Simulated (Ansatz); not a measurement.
GaN:

```xyz
2
Lattice="0.0000 2.2535 2.2535 2.2535 0.0000 2.2535 2.2535 2.2535 0.0000" Properties=species:S:1:pos:R:3 pbc="T T T"
Ga    0.0000    0.0000    0.0000
N     1.1268    1.1268    1.1268
```

The cell is a database's computed one.

- Program: Ansatz 0.2.0
- Task: relaxation of cell and atoms
- Functional: revPBE
- Dispersion: D4
- Potentials or basis: Ansatz PAW
- Cutoff: 420 eV (not typed: the program's choice for these potentials)
- k mesh: 10 × 10 × 10
- Occupations: fermi-dirac, width 0.05 eV
- Spin: no spin polarisation

At the start: volume 11.44 Å³/atom.

Problem. How do energy, volume and symmetry change on relaxing?

Solution. It ends after 4 steps and the volume is 11.23 Å³/atom (-1.9 %); space group F-43m (No. 216, to 0.05 Å).

The path:
```tsv
step	energy change (eV)	largest force (eV/Å)	volume (Å³)
1	0.0000	0.0000	22.89
2	-0.0045	0.0000	22.64
3	-0.0058	0.0000	22.46
4	-0.0046	0.0000	22.46
```

Final structure:
```yaml
crystal:
  lattice:
    - [0.00000, 2.23947, 2.23947]
    - [2.23947, 0.00000, 2.23947]
    - [2.23947, 2.23947, 0.00000]
  atoms:
    - { symbol: Ga, position: [0.00000, 0.00000, 0.00000] }
    - { symbol: N, position: [0.25000, 0.25000, 0.25000] }
```

Caveat: the plane-wave basis is chosen anew once the cell has moved, so the energies of steps on either side of that aren't comparable; the pressure holds a Pulay correction of +0.5 GPa for the finite cutoff; the PAW data sets come from PBE, with cores solved anew for the run's functional, which leaves a small shift of forces and pressure.
